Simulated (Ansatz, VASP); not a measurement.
## Two plane-wave programs on HfSiO4

```
Hf Si O
1.0
     3.43685    0.00000    0.00000
     0.00000    3.43685    0.00000
     0.00000    0.00000    4.91833
Hf Si O
1 1 4
Direct
  0.00000 0.00000 0.00000
  0.50000 0.50000 0.50000
  0.50000 0.00000 0.26771
  0.00000 0.50000 0.73229
  0.50000 0.00000 0.73229
  0.00000 0.50000 0.26771
```

Alike in both runs: functional PBE; k mesh 6 × 6 × 4; occupations gaussian, width 0.1 eV; no spin polarisation.

Ansatz relaxed the structure, and its values are those at the end. VASP's run is a single point on that final structure, the one shown.

|  | VASP | Ansatz |
| --- | --- | --- |
| version | VASP 6.6.1 | Ansatz 0.2.0 |
| potentials or method | VASP PAW PBE potentials, release 64 (Hf_pv, Si, O) | scalar-relativistic, plane waves, PAW |
| plane-wave cutoff (eV) | 520 | 420 |
| valence electrons in the cell | 38 | 54 |

```tsv
	VASP	Ansatz	Ansatz less VASP
gap on the k mesh at the Fermi level (eV)	none	none	-
pressure (GPa)	-2.0	0.0	+2.03
rms of the force components (eV/Å)	0.072	0.002	-0.0694
```

A gap of «none» marks a metal or a gap that the smearing closes. The two sets of potentials don't hold the same shells in valence.

Spin-orbit coupling is left out, which matters for the levels of Hf.
